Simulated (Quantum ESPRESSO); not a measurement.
Here is a Quantum ESPRESSO 7.5 calculation.

pw.in

```
&CONTROL
  calculation = 'scf'
  prefix = 'pwscf'
  outdir = './tmp'
  pseudo_dir = './pseudo'
  tprnfor = .true.
  tstress = .true.
  disk_io = 'low'
/
&SYSTEM
  ibrav = 0
  A = 3.12728298
  nat = 2
  ntyp = 2
  ecutwfc = 88
  nbnd = 24
  input_dft = 'pw91'
  occupations = 'smearing'
  smearing = 'fd'
  degauss = 0.00367493
/
&ELECTRONS
  conv_thr = 4d-10
  electron_maxstep = 120
  mixing_beta = 0.5
/
ATOMIC_SPECIES
Ta   180.9479 Ta_ONCV_PBE-1.2.upf
N     14.0070 N_ONCV_PBE-1.2.upf
CELL_PARAMETERS alat
   0.0000000000    0.7071067806    0.7071067806
   0.7071067806    0.0000000000    0.7071067806
   0.7071067806    0.7071067806    0.0000000000
ATOMIC_POSITIONS alat
Ta     0.7071067806    0.7071067806    0.7071067806
N      0.0000000000    0.0000000000    0.0000000000
K_POINTS automatic
10 10 10 0 0 0
```

Contents of bands.in:

```
&CONTROL
  calculation = 'bands'
  prefix = 'pwscf'
  outdir = './tmp'
  pseudo_dir = './pseudo'
  disk_io = 'low'
  verbosity = 'high'
/
&SYSTEM
  ibrav = 0
  A = 3.12728298
  nat = 2
  ntyp = 2
  ecutwfc = 88
  nbnd = 24
  input_dft = 'pw91'
  occupations = 'smearing'
  smearing = 'fd'
  degauss = 0.00367493
/
&ELECTRONS
  conv_thr = 1d-08
  electron_maxstep = 120
  mixing_beta = 0.5
  diago_full_acc = .true.
  startingwfc = 'random'
/
ATOMIC_SPECIES
Ta   180.9479 Ta_ONCV_PBE-1.2.upf
N     14.0070 N_ONCV_PBE-1.2.upf
CELL_PARAMETERS alat
   0.0000000000    0.7071067806    0.7071067806
   0.7071067806    0.0000000000    0.7071067806
   0.7071067806    0.7071067806    0.0000000000
ATOMIC_POSITIONS alat
Ta     0.7071067806    0.7071067806    0.7071067806
N      0.0000000000    0.0000000000    0.0000000000
K_POINTS crystal
60
 0.0000000000  0.0000000000  0.0000000000 1
 0.0625000000  0.0000000000  0.0625000000 1
 0.1250000000  0.0000000000  0.1250000000 1
 0.1875000000  0.0000000000  0.1875000000 1
 0.2500000000  0.0000000000  0.2500000000 1
 0.3125000000  0.0000000000  0.3125000000 1
 0.3750000000  0.0000000000  0.3750000000 1
 0.4375000000  0.0000000000  0.4375000000 1
 0.5000000000  0.0000000000  0.5000000000 1
 0.5000000000  0.0625000000  0.5625000000 1
 0.5000000000  0.1250000000  0.6250000000 1
 0.5000000000  0.1875000000  0.6875000000 1
 0.5000000000  0.2500000000  0.7500000000 1
 0.4375000000  0.3125000000  0.7500000000 1
 0.3750000000  0.3750000000  0.7500000000 1
 0.3375000000  0.3375000000  0.6750000000 1
 0.3000000000  0.3000000000  0.6000000000 1
 0.2625000000  0.2625000000  0.5250000000 1
 0.2250000000  0.2250000000  0.4500000000 1
 0.1875000000  0.1875000000  0.3750000000 1
 0.1500000000  0.1500000000  0.3000000000 1
 0.1125000000  0.1125000000  0.2250000000 1
 0.0750000000  0.0750000000  0.1500000000 1
 0.0375000000  0.0375000000  0.0750000000 1
 0.0000000000  0.0000000000  0.0000000000 1
 0.0625000000  0.0625000000  0.0625000000 1
 0.1250000000  0.1250000000  0.1250000000 1
 0.1875000000  0.1875000000  0.1875000000 1
 0.2500000000  0.2500000000  0.2500000000 1
 0.3125000000  0.3125000000  0.3125000000 1
 0.3750000000  0.3750000000  0.3750000000 1
 0.4375000000  0.4375000000  0.4375000000 1
 0.5000000000  0.5000000000  0.5000000000 1
 0.5250000000  0.4500000000  0.5250000000 1
 0.5500000000  0.4000000000  0.5500000000 1
 0.5750000000  0.3500000000  0.5750000000 1
 0.6000000000  0.3000000000  0.6000000000 1
 0.6250000000  0.2500000000  0.6250000000 1
 0.5833333333  0.2500000000  0.6666666667 1
 0.5416666667  0.2500000000  0.7083333333 1
 0.5000000000  0.2500000000  0.7500000000 1
 0.5000000000  0.2857142857  0.7142857143 1
 0.5000000000  0.3214285714  0.6785714286 1
 0.5000000000  0.3571428571  0.6428571429 1
 0.5000000000  0.3928571429  0.6071428571 1
 0.5000000000  0.4285714286  0.5714285714 1
 0.5000000000  0.4642857143  0.5357142857 1
 0.5000000000  0.5000000000  0.5000000000 1
 0.4821428571  0.4821428571  0.5357142857 1
 0.4642857143  0.4642857143  0.5714285714 1
 0.4464285714  0.4464285714  0.6071428571 1
 0.4285714286  0.4285714286  0.6428571429 1
 0.4107142857  0.4107142857  0.6785714286 1
 0.3928571429  0.3928571429  0.7142857143 1
 0.3750000000  0.3750000000  0.7500000000 1
 0.6250000000  0.2500000000  0.6250000000 1
 0.5937500000  0.1875000000  0.5937500000 1
 0.5625000000  0.1250000000  0.5625000000 1
 0.5312500000  0.0625000000  0.5312500000 1
 0.5000000000  0.0000000000  0.5000000000 1
```

Potentials or basis: SG15 PBE 1.2.

The run is started by

```bash
$ OMP_NUM_THREADS=1 pw.x -in pw.in > pw.out
$ OMP_NUM_THREADS=1 pw.x -in bands.in > bands.out
```

(1) Predict the pressure.

(2) What does it give for the band gap on the k mesh?

Answers

(1) -2.1 GPa.

(2) none (metal or under the smearing width).

Caveat: the potentials were made for another functional, which shifts forces and pressure; spin-orbit coupling is left out, which moves the levels of the heavy elements.
